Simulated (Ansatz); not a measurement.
BeS: do energies and stresses tell the same story?

Level of theory: DFT PBE, scalar-relativistic, plane waves, PAW in Ansatz 0.2.0.

Cutoff 420 eV; k points 8×8×8 on the computed 2-atom cell (Γ-centred); Gaussian smearing, width 0.02 eV; no spin polarisation.

Relaxed cell: F-43m, a = 4.876 Å, b = 4.876 Å, c = 4.876 Å, α = 90.00°, β = 90.00°, γ = 90.00°, 2 atoms in the primitive cell.

Energies at zero smearing and pressures from the stress tensor, at volumes with shape and atoms relaxed:
```
V (Å³/atom) E − E(first) (meV/atom) P (GPa)
     12.751                     0.00    15.14
     13.186                   -34.63    10.50
     13.620                   -57.53     6.49
     14.055                   -70.31     3.02
     14.490                   -74.33     0.02
     14.924                   -70.77    -2.58
     15.359                   -60.63    -4.83
     15.939                   -38.40    -7.38
```

**Question.** Check P = −dE/dV between neighbouring volumes, and get the bulk modulus from the pressures alone.

**Answer.** With 1 eV/Å³ = 160.2 GPa:
| middle V (Å³/atom) | −ΔE/ΔV (GPa) | mean P (GPa) |
| --- | --- | --- |
| 12.968 | 12.763 | 12.821 |
| 13.403 | 8.443 | 8.492 |
| 13.838 | 4.710 | 4.752 |
| 14.272 | 1.481 | 1.518 |
| 14.707 | -1.313 | -1.283 |
| 15.142 | -3.737 | -3.709 |
| 15.649 | -6.146 | -6.106 |

The two differ by 0.06 GPa at most. The mean of two end pressures misses the average over a step by about ΔV² P″/12, up to 0.06 GPa here; with that taken off 0.00 GPa remains. Around V = 14.490 Å³/atom, the two neighbours give B = −V ΔP/ΔV = 14.490 × 5.60 / 0.869 = 93.3 GPa, against B0 = 92.9 GPa from the Birch–Murnaghan fit of the energies.